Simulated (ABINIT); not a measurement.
# PbS (R3m) in ABINIT: convergence with cutoff

Aim: find how far cutoff must go before the results for PbS settle, at PBEsol. This setting moves, with any that are tied to it; all else stays.

Everything below comes from runs of ABINIT 10.8.3 (patched build). Logs are shortened: lines on timing, memory, paths and dates and some standing lists are left out, and cuts for length are marked. The log counts tension as positive stress, the text compression.

### 1 The crystal as given

The structure is trigonal, space group R3m (No. 160). The conventional cell has a = 4.225 Å, b = 4.225 Å, c = 10.356 Å, α = 90.00°, β = 90.00°, γ = 120.00°. Around Pb (site symmetry 3m) lie 6 S at 2.96 to 3.02 Å. Around S (site symmetry 3m) lie 6 Pb at 2.96 to 3.02 Å.

The cell is a database's computed one.

### 2 With cutoff 11 Ha

File run.abi:

```
# Pseudopotentials
pp_dirpath "./"
pseudos "Pb.upf, S.upf"

# Structure
acell 7.9877194594 7.9877194594 7.9877194594
rprim
     0.4998112463     0.2885661576     0.8166506541
    -0.4998112463     0.2885661576     0.8166506541
     0.0000000000    -0.5771323152     0.8166506541
ntypat 2
znucl 82 16
natom 2
typat 1 2
xcart
     0.0000000000    -0.0000000001    10.1544928558
     0.0000000000     0.0000000000     4.9193488057 Angstrom

# Plane-wave basis
ecut 11.0

# k points
kptopt 1
ngkpt 8 8 8
nshiftk 1
shiftk 0.0 0.0 0.0

# Exchange and correlation
ixc -116133

# Bands and occupations
nband 14
occopt 7
tsmear 0.05 eV

# SCF cycle
nstep 100
tolvrs 1.0e-10

# Output
iomode 3
prtwf 0
prtden 0
prteig 0
prtebands 0
enunit 1
```

Potentials or basis: PseudoDojo NC SR PBEsol v0.4.1 standard.

On the command line:

```bash
> abinit run.abi > log 2>&1
```

run.abo:

```text
.Version 10.8.3 of ABINIT
 Symmetries : space group R3 m (#160); Bravais hR (rhombohedral)
================================================================================
 Values of the parameters that define the memory need of the present run
     intxc =       0    ionmov =       0      iscf =       7    lmnmax =       6
     lnmax =       6     mgfft =      24  mpssoang =       3    mqgrid =    3001
     natom =       2  nloc_mem =       1    nspden =       1   nspinor =       1
    nsppol =       1      nsym =       6    n1xccc =    2501    ntypat =       2
    occopt =       7   xclevel =       2
       mpw =         638          nfft =       13824          nkpt =          65
================================================================================
================================================================================

--------------------------------------------------------------------------------
------------- Echo of variables that govern the present computation ------------
--------------------------------------------------------------------------------
 -outvars: echo values of preprocessed input variables --------
            acell      7.9877194594E+00  7.9877194594E+00  7.9877194594E+00 Bohr
              amu      2.07200000E+02  3.20660000E+01
             ecut      1.10000000E+01 Hartree
           enunit           1
                       outvar_i_n : Printing only first  50 k-points.
              ixc     -116133
                       outvar_i_n : Printing only first  50 k-points.
         kptrlatt        8    0    0      0    8    0      0    0    8
          kptrlen      6.38776323E+01
            natom           2
            nband          14
            ngfft          24      24      24
             nkpt          65
            nstep         100
             nsym           6
           ntypat           2
                       prtocc : prtvol=0, do not print more k-points.
           occopt           7
           prtden           0
        prtebands           0
           prteig           0
            prtwf           0
            rprim      4.9981124630E-01  2.8856615760E-01  8.1665065410E-01
                      -4.9981124630E-01  2.8856615760E-01  8.1665065410E-01
                       0.0000000000E+00 -5.7713231520E-01  8.1665065410E-01
          spgroup         160
           tolvrs      1.00000000E-10
           tsmear      1.83746611E-03 Hartree
            typat      1  2
                       outvars : Printing only first  50 k-points.
           xangst     -9.7359907836E-17 -9.9999673445E-11  1.0154492856E+01
                       9.2819459164E-18 -9.9999784397E-11  4.9193488057E+00
            xcart     -1.8398356145E-16 -1.8897199549E-10  1.9189210445E+01
                       1.7540335697E-17 -1.8897220516E-10  9.2962219606E+00
             xred      9.8056578061E-01  9.8056578061E-01  9.8056578065E-01
                       4.7503555029E-01  4.7503555029E-01  4.7503555033E-01
            znucl       82.00000   16.00000

================================================================================

 chkinp: Checking input parameters for consistency.

================================================================================
== DATASET  1 ==================================================================

--- !DatasetInfo
iteration_state: {dtset: 1, }
dimensions: {natom: 2, nkpt: 65, mband: 14, nsppol: 1, nspinor: 1, nspden: 1, mpw: 638, }
cutoff_energies: {ecut:  11.0, pawecutdg:  -1.0, }
electrons: {nelect:   2.00000000E+01, charge:   0.00000000E+00, occopt:   7.00000000E+00, tsmear:   1.83746611E-03, }
meta: {optdriver: 0, ionmov: 0, optcell: 0, iscf: 7, paral_kgb: 0, }
...

 Real(R)+Recip(G) space primitive vectors, cartesian coordinates (Bohr,Bohr^-1):
 R(1)=  3.9923520  2.3049855  6.5231763  G(1)=  0.1252395  0.0723070  0.0510999
 R(2)= -3.9923520  2.3049855  6.5231763  G(2)= -0.1252395  0.0723070  0.0510999
 R(3)=  0.0000000 -4.6099710  6.5231763  G(3)=  0.0000000 -0.1446141  0.0510999
 Unit cell volume ucvol=  3.6016988E+02 bohr^3
 Angles (23,13,12)=  5.99750259E+01  5.99750259E+01  5.99750259E+01 degrees

 getcut: wavevector=  0.0000  0.0000  0.0000  ngfft=  24  24  24
         ecut(hartree)=     11.000   => boxcut(ratio)=   2.01246

--- Pseudopotential description ------------------------------------------------
- pspini: atom type   1  psp file is ./Pb.upf
12 -116133 2 -1 1678                          pspcod,pspxc,lmax,lloc,mmax
     nproj     2     2     2

- pspini: atom type   2  psp file is ./S.upf
12 -116133 2 -1 1146                          pspcod,pspxc,lmax,lloc,mmax
     nproj     2     2     2

   1.06090310E+03                                ecore*ucvol(ha*bohr**3)
--------------------------------------------------------------------------------

================================================================================

--- !BeginCycle
iteration_state: {dtset: 1, }
solver: {iscf: 7, nstep: 100, nline: 4, wfoptalg: 0, }
tolerances: {tolvrs: 1.00E-10, }
...

     iter   Etot(hartree)      deltaE(h)  residm     vres2
 ETOT  1  -79.887421530829    -7.989E+01 1.215E-01 1.546E+02
 ETOT  2  -80.016756180601    -1.293E-01 7.421E-02 1.595E+01
 ETOT  3  -80.027896284439    -1.114E-02 3.103E-03 8.771E-01
 ETOT  4  -80.028662042984    -7.658E-04 6.020E-04 2.598E-03
 ETOT  5  -80.028664725995    -2.683E-06 1.324E-04 1.136E-05
 ETOT  6  -80.028664731484    -5.489E-09 1.108E-04 1.047E-06
 ETOT  7  -80.028664732146    -6.614E-10 5.192E-05 2.110E-07
 ETOT  8  -80.028664732363    -2.174E-10 4.165E-05 5.756E-09
 ETOT  9  -80.028664732365    -2.075E-12 1.900E-05 1.073E-10
 ETOT 10  -80.028664732365    -5.684E-14 1.492E-05 3.821E-12

 At SCF step   10       vres2   =  3.82E-12 < tolvrs=  1.00E-10 =>converged.

 Cartesian components of stress tensor (hartree/bohr^3)
  sigma(1 1)=  1.04443844E-02  sigma(3 2)=  0.00000000E+00
  sigma(2 2)=  1.04443844E-02  sigma(3 1)=  0.00000000E+00
  sigma(3 3)=  1.04518363E-02  sigma(2 1)=  0.00000000E+00

--- !ResultsGS
iteration_state: {dtset: 1, }
comment   : Summary of ground state results
lattice_vectors:
- [  3.9923520,   2.3049855,   6.5231763, ]
- [ -3.9923520,   2.3049855,   6.5231763, ]
- [  0.0000000,  -4.6099710,   6.5231763, ]
lattice_lengths: [   7.98772,    7.98772,    7.98772, ]
lattice_angles: [ 59.975,  59.975,  59.975, ] # degrees, (23, 13, 12)
lattice_volume:   3.6016988E+02
convergence: {deltae: -5.684E-14, res2:  3.821E-12, residm:  1.492E-05, diffor: null, }
etotal    :  -8.00286647E+01
entropy   :   0.00000000E+00
fermie    :   1.62215096E-01
cartesian_stress_tensor: # hartree/bohr^3
- [  1.04443844E-02,   0.00000000E+00,   0.00000000E+00, ]
- [  0.00000000E+00,   1.04443844E-02,   0.00000000E+00, ]
- [  0.00000000E+00,   0.00000000E+00,   1.04518363E-02, ]
pressure_GPa:  -3.0736E+02
xred      :
- [  9.8057E-01,   9.8057E-01,   9.8057E-01, Pb]
- [  4.7504E-01,   4.7504E-01,   4.7504E-01,  S]
cartesian_forces: # hartree/bohr
- [ -5.35974360E-20,  -1.57203674E-20,   3.56161083E-04, ]
- [  5.35974360E-20,   1.57203674E-20,  -3.56161083E-04, ]
force_length_stats: {min:   3.56161083E-04, max:   3.56161083E-04, mean:   3.56161083E-04, }
...

 Integrated electronic density in atomic spheres:
 ------------------------------------------------
 Atom  Sphere_radius  Integrated_density
    1        2.00000         10.04145642
    2        2.00000          3.81588818
================================================================================

 ----iterations are completed or convergence reached----

 Mean square residual over all n,k,spin=   29.548E-09; max=  14.925E-06
 reduced coordinates (array xred) for    2 atoms
       0.980565780613      0.980565780613      0.980565780654
       0.475035550293      0.475035550293      0.475035550334
 rms dE/dt=  2.3234E-03; max dE/dt=  2.3046E-03; dE/dt below (all hartree)
    1      -0.002341997236     -0.002341997236     -0.002341997236
    2       0.002304605850      0.002304605850      0.002304605850

 cartesian coordinates (angstrom) at end:
    1     -0.00000000000000    -0.00000000010000    10.15449285580000
    2      0.00000000000000    -0.00000000010000     4.91934880570000

 cartesian forces (hartree/bohr) at end:
    1     -0.00000000000000    -0.00000000000000     0.00035616108290
    2      0.00000000000000     0.00000000000000    -0.00035616108290
 frms,max,avg= 2.0562970E-04 3.5616108E-04   0.000E+00  0.000E+00  2.866E-06 h/b

 cartesian forces (eV/Angstrom) at end:
    1     -0.00000000000000    -0.00000000000000     0.01831453924994
    2      0.00000000000000     0.00000000000000    -0.01831453924994
 frms,max,avg= 1.0573904E-02 1.8314539E-02   0.000E+00  0.000E+00  1.474E-04 e/A
 length scales=  7.987719459400  7.987719459400  7.987719459400 bohr
              =  4.226919102133  4.226919102133  4.226919102133 angstroms
 Fermi (or HOMO) energy (eV) =   4.41410   Average Vxc (eV)= -10.03175
 Eigenvalues (   eV  ) for nkpt=  65  k points:
 kpt#   1, nband= 14, wtk=  0.00195, kpt=  0.0000  0.0000  0.0000 (reduced coord)
 -12.05738  -12.05738  -11.95643  -11.95643  -11.95285   -9.06919   -2.13207    2.28686
   2.28686    2.29081    9.24148    9.26301    9.26301   11.34043
 prteigrs : prtvol=0 or 1, do not print more k-points.

--- !EnergyTerms
iteration_state     : {dtset: 1, }
comment             : Components of total free energy in Hartree
kinetic             :  3.57064703711110E+01
hartree             :  1.42770880330191E+01
xc                  : -2.25266285276108E+01
Ewald energy        : -5.51890747307872E+01
psp_core            :  2.94556304945131E+00
local_psp           : -4.48675003753473E+01
non_local_psp       : -1.03745825522015E+01
internal            : -8.00286647323654E+01
'-kT*entropy'       : -3.53168686084963E-16
total_energy        : -8.00286647323654E+01
total_energy_eV     : -2.17769090678251E+03
band_energy         : -4.96728520028748E+00
...

 Cartesian components of stress tensor (hartree/bohr^3)
  sigma(1 1)=  1.04443844E-02  sigma(3 2)=  0.00000000E+00
  sigma(2 2)=  1.04443844E-02  sigma(3 1)=  0.00000000E+00
  sigma(3 3)=  1.04518363E-02  sigma(2 1)=  0.00000000E+00

-Cartesian components of stress tensor (GPa)         [Pressure= -3.0736E+02 GPa]
- sigma(1 1)=  3.07284398E+02  sigma(3 2)=  0.00000000E+00
- sigma(2 2)=  3.07284398E+02  sigma(3 1)=  0.00000000E+00
- sigma(3 3)=  3.07503641E+02  sigma(2 1)=  0.00000000E+00

== END DATASET(S) ==============================================================
================================================================================

 -outvars: echo values of variables after computation  --------
            acell      7.9877194594E+00  7.9877194594E+00  7.9877194594E+00 Bohr
           etotal     -8.0028664732E+01
            fcart     -5.3597436032E-20 -1.5720367358E-20  3.5616108290E-04
                       5.3597436032E-20  1.5720367358E-20 -3.5616108290E-04
            rprim      4.9981124630E-01  2.8856615760E-01  8.1665065410E-01
                      -4.9981124630E-01  2.8856615760E-01  8.1665065410E-01
                       0.0000000000E+00 -5.7713231520E-01  8.1665065410E-01
           strten      1.0444384409E-02  1.0444384408E-02  1.0451836327E-02
                       0.0000000000E+00  0.0000000000E+00  0.0000000000E+00
           xangst     -9.7359907836E-17 -9.9999673445E-11  1.0154492856E+01
                       9.2819459164E-18 -9.9999784397E-11  4.9193488057E+00
             xred      9.8056578061E-01  9.8056578061E-01  9.8056578065E-01
                       4.7503555029E-01  4.7503555029E-01  4.7503555033E-01
 Calculation completed.
```

Wall time 15 s (1 thread of Arm Neoverse V2, shared host); peak memory 0.06 GiB.

Results:

| Quantity | Value |
| --- | --- |
| Free energy | -2177.6909 eV |
| Pressure | -307.4 GPa |
| Largest force | 0.018 eV/Å |
| Band gap on the k mesh | 0.58 eV, direct |
| Valence electrons inside the program's atomic spheres | Pb 10.04; S 3.82 |

### 3 With cutoff 14 Ha

Edit run.abi of step 2 so:

```diff
@@ -19,3 +19,3 @@
 # Plane-wave basis
-ecut 11.0
+ecut 14.0
```

Potentials or basis: PseudoDojo NC SR PBEsol v0.4.1 standard.

On the command line:

```bash
> abinit run.abi > log 2>&1
```

Wall time 25 s (1 thread of Arm Neoverse V2, shared host); peak memory 0.07 GiB.

It converged, with:

- Free energy: -2203.2699 eV
- Pressure: -131.1 GPa
- Largest force: 0.024 eV/Å
- Band gap on the k mesh: 0.40 eV, direct
- Valence electrons inside the program's atomic spheres: Pb 10.04; S 3.83

### 4 With cutoff 17 Ha

Edit run.abi of step 3 so:

```diff
@@ -19,3 +19,3 @@
 # Plane-wave basis
-ecut 14.0
+ecut 17.0
```

On the command line:

```bash
> abinit run.abi > log 2>&1
```

It took 29 s on 1 thread of Arm Neoverse V2, shared host; peak memory 0.07 GiB.

It converged, with:

```
Free energy                                           : -2210.9749 eV
Pressure                                              : -41.5 GPa
Largest force                                         : 0.011 eV/Å
Band gap on the k mesh                                : 0.37 eV, direct
Valence electrons inside the program's atomic spheres : Pb 10.06; S 3.83
```

### 5 With cutoff 19.5 Ha

Edit run.abi of step 4 so:

```diff
@@ -19,3 +19,3 @@
 # Plane-wave basis
-ecut 17.0
+ecut 19.5
```

On the command line:

```bash
> abinit run.abi > log 2>&1
```

Wall time 33 s (1 thread of Arm Neoverse V2, shared host); peak memory 0.08 GiB.

It converged, with:

```yaml
Free_energy: -2212.5660 eV
Pressure: -13.2 GPa
Largest_force: 0.012 eV/Å
Band_gap_on_the_k_mesh: 0.36 eV, direct
Valence_electrons_inside_the_program's_atomic_spheres: Pb 10.04; S 3.81
```

### 6 With cutoff 24 Ha

Edit run.abi of step 5 so:

```diff
@@ -19,3 +19,3 @@
 # Plane-wave basis
-ecut 19.5
+ecut 24.0
```

Potentials or basis: PseudoDojo NC SR PBEsol v0.4.1 standard.

On the command line:

```bash
> abinit run.abi > log 2>&1
```

Run time: 50 s. Hardware: 1 thread of Arm Neoverse V2, shared host; peak memory 0.09 GiB.

Results (log left out):

| Quantity | Value |
| --- | --- |
| Free energy | -2212.9703 eV |
| Pressure | -2.4 GPa |
| Largest force | 0.011 eV/Å |
| Band gap on the k mesh | 0.36 eV, direct |
| Valence electrons inside the program's atomic spheres | Pb 10.04; S 3.82 |

### 7 With cutoff 28 Ha

Edit run.abi of step 6 so:

```diff
@@ -19,3 +19,3 @@
 # Plane-wave basis
-ecut 24.0
+ecut 28.0
```

On the command line:

```bash
> abinit run.abi > log 2>&1
```

Run time: 70 s. Hardware: 1 thread of Arm Neoverse V2, shared host; peak memory 0.1 GiB.

The run converged. Its results:

```
Free energy                                           : -2212.9776 eV
Pressure                                              : -2.0 GPa
Largest force                                         : 0.011 eV/Å
Band gap on the k mesh                                : 0.36 eV, direct
Valence electrons inside the program's atomic spheres : Pb 10.05; S 3.83
```

### 8 With cutoff 32 Ha

Edit run.abi of step 7 so:

```diff
@@ -19,3 +19,3 @@
 # Plane-wave basis
-ecut 28.0
+ecut 32.0
```

On the command line:

```bash
> abinit run.abi > log 2>&1
```

Wall time 1.7 min (1 thread of Arm Neoverse V2, shared host); peak memory 0.12 GiB.

The run converged. Its results:

```
Free energy                                           : -2212.9781 eV
Pressure                                              : -2.0 GPa
Largest force                                         : 0.011 eV/Å
Band gap on the k mesh                                : 0.36 eV, direct
Valence electrons inside the program's atomic spheres : Pb 10.04; S 3.83
```

### 9 With cutoff 38 Ha

Edit run.abi of step 8 so:

```diff
@@ -19,3 +19,3 @@
 # Plane-wave basis
-ecut 32.0
+ecut 38.0
```

Potentials or basis: PseudoDojo NC SR PBEsol v0.4.1 standard.

On the command line:

```bash
> abinit run.abi > log 2>&1
```

Run time: 2.1 min. Hardware: 1 thread of Arm Neoverse V2, shared host; peak memory 0.14 GiB.

The run converged. Its results:

| Item | Value |
| --- | --- |
| Free energy | -2212.9783 eV |
| Pressure | -2.0 GPa |
| Largest force | 0.011 eV/Å |
| Band gap on the k mesh | 0.36 eV, direct |
| Valence electrons inside the program's atomic spheres | Pb 10.05; S 3.83 |

### 10 With cutoff 45 Ha

Edit run.abi of step 9 so:

```diff
@@ -19,3 +19,3 @@
 # Plane-wave basis
-ecut 38.0
+ecut 45.0
```

On the command line:

```bash
> abinit run.abi > log 2>&1
```

Run time: 2.7 min. Hardware: 1 thread of Arm Neoverse V2, shared host; peak memory 0.16 GiB.

Results (log left out):

```
Free energy                                           : -2212.9787 eV
Pressure                                              : -2.0 GPa
Largest force                                         : 0.011 eV/Å
Band gap on the k mesh                                : 0.36 eV, direct
Valence electrons inside the program's atomic spheres : Pb 10.06; S 3.82
```

### 11 The series at a glance

```csv
cutoff,"energy less the tightest run, at zero smearing (meV/atom)",pressure (GPa),largest force (eV/Å),gap on the mesh (eV),SCF cycles,CPU time (s),peak memory (GiB)
11 Ha,17643.88,-307.36,0.018,0.577,10,15,0.06
14 Ha,4854.39,-131.11,0.024,0.402,10,25,0.07
17 Ha,1001.91,-41.48,0.011,0.366,10,29,0.07
19.5 Ha,206.36,-13.24,0.012,0.360,10,33,0.08
24 Ha,4.17,-2.40,0.011,0.359,10,50,0.09
28 Ha,0.52,-1.99,0.011,0.359,10,70,0.1
32 Ha,0.27,-1.99,0.011,0.359,11,100,0.12
38 Ha,0.18,-1.99,0.011,0.359,11,130,0.14
45 Ha,0.00,-1.99,0.011,0.359,11,160,0.16
```

Against the tightest run, the energy stays within 1 meV/atom from 28 Ha on; the pressure stays within 0.1 GPa from 28 Ha on; the largest force stays within 0.005 eV/Å from 17 Ha on; the gap on the mesh stays within 0.01 eV from 17 Ha on. The tightest run that finished is the yardstick and may itself not be fully converged.

Caveats: spin-orbit coupling is left out, which as a rule narrows the gap of such compounds by several tenths of an eV.
